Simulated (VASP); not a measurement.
## GaAs in VASP 6.6.1, single-point calculation

INCAR

```
NELM = 57
LREAL = .FALSE.
ISIF = 2
LASPH = .TRUE.
ISPIN = 2
IBRION = -1
ENCUT = 520
ISMEAR = -1
GGA = PE
SIGMA = 0.02
EDIFF = 1E-7
MAGMOM = 0.5 -0.5
NBANDS = 16
LCHARG = .FALSE.
NSW = 0
PREC = Accurate
LWAVE = .FALSE.
```

KPOINTS

```
KPOINTS created by Atomic Simulation Environment
0
Monkhorst-Pack
8 8 8
0 0 0
```

POSCAR

```
Ga As
 1.0000000000000000
     0.0000000000000000    2.8330850946999999    2.8622658712000000
     2.8330850946999999    0.0000000000000000    2.8622658712000000
     2.8330850946999999    2.8330850946999999    0.0000000000000000
 Ga  As
   1   1
Cartesian
  0.0000000000000000  0.0000000000000000  0.0000000000000000
  1.4165425473499997  1.4165425473499997  1.4311329355999998
```

The recommended PBE PAW datasets give the neutral cell 18 valence electrons.

Command

```
mpirun -np 1 vasp_std
```

**Question.** Predict the outcome of this run.

**Answer.** It converged. Results: pressure 2.3 GPa; magnetic moment of the cell 0.00 μB.

OSZICAR

```
N       E                     dE             d eps       ncg     rms          rms(c)
DAV:   1     0.844034459535E+02    0.84403E+02   -0.89150E+03  9464   0.154E+03
DAV:   2    -0.157992812660E+01   -0.85983E+02   -0.81866E+02 10520   0.315E+02
DAV:   3    -0.824408211235E+01   -0.66642E+01   -0.66436E+01 11184   0.669E+01
DAV:   4    -0.834665045807E+01   -0.10257E+00   -0.10255E+00 11432   0.924E+00
DAV:   5    -0.834805294907E+01   -0.14025E-02   -0.14025E-02 11536   0.976E-01    0.427E+00
DAV:   6    -0.827376120308E+01    0.74292E-01   -0.24487E-01 13888   0.802E+00    0.210E+00
DAV:   7    -0.826276963381E+01    0.10992E-01   -0.63745E-02 11928   0.254E+00    0.122E+00
DAV:   8    -0.826433377447E+01   -0.15641E-02   -0.14408E-02 10680   0.108E+00    0.375E-01
DAV:   9    -0.826500183289E+01   -0.66806E-03   -0.25425E-03 11688   0.446E-01    0.165E-01
DAV:  10    -0.826518526439E+01   -0.18343E-03   -0.48164E-04 13048   0.201E-01    0.539E-02
DAV:  11    -0.826525981580E+01   -0.74551E-04   -0.65366E-05 11776   0.937E-02    0.274E-02
DAV:  12    -0.826530463338E+01   -0.44818E-04   -0.38182E-05 11016   0.383E-02    0.110E-02
DAV:  13    -0.826531337534E+01   -0.87420E-05   -0.11761E-05 11752   0.256E-02    0.257E-03
DAV:  14    -0.826531362676E+01   -0.25142E-06   -0.35438E-07 11160   0.406E-03    0.107E-03
DAV:  15    -0.826531379656E+01   -0.16979E-06   -0.13466E-07 11584   0.233E-03    0.659E-04
DAV:  16    -0.826531381322E+01   -0.16661E-07   -0.19195E-08  8304   0.112E-03
   1 F= -.82653138E+01 E0= -.82653138E+01  d E =-.142071E-10  mag=    -0.0000
```

The shifted mesh misses Γ, so a band edge there is missed.

For comparison, a separate PBE run of the intended cell, on usual settings and not on those above, gives a gap of 0.37 eV on its mesh and a pressure of 2.2 GPa.
